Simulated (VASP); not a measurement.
The system is PtSe2.

```
Pt Se
1.0
     3.28021   -2.01083    0.00000
     3.28021    2.01083    0.00000
    -0.00323    0.00000    4.62578
Pt Se
1 2
Cartesian
  0.0000 0.0000 0.0000
  4.5120 0.0000 1.3364
  2.0452 0.0000 3.2894
```

The cell was built by a generator and isn't the measured one.

Base run:

* Program: VASP 6.6.1
* Functional: PBEsol
* Potentials or basis: VASP PAW PBE potentials, release 64 (Pt, Se)
* Cutoff: 520 eV
* k mesh: 6 × 6 × 4
* Occupations: gaussian, width 0.05 eV
* Spin: collinear spin, ferromagnetic start
* Starting moments: [0.5, 0.0, 0.0] μB
* Hubbard terms: Pt d U = 6 eV

Its results: pressure -10.0 GPa; largest force 1.041 eV/Å.

Question: The run is repeated on the same cell with these changes: further incar settings from ALGO = Normal; EDIFF = 1e-06 to ALGO = Normal; EDIFF = 1e-06; NBANDS = 22; fixed moment from none to 1 μB. What comes out?

Answer: Pressure -8.5 GPa; site moments Pt +0.43; Se +0.19 μB; largest force 0.997 eV/Å.

Caveats: the PAW data sets were made with another functional, which shifts forces and pressure a little; the total moment is fixed, so each spin has its own Fermi level (some runs).
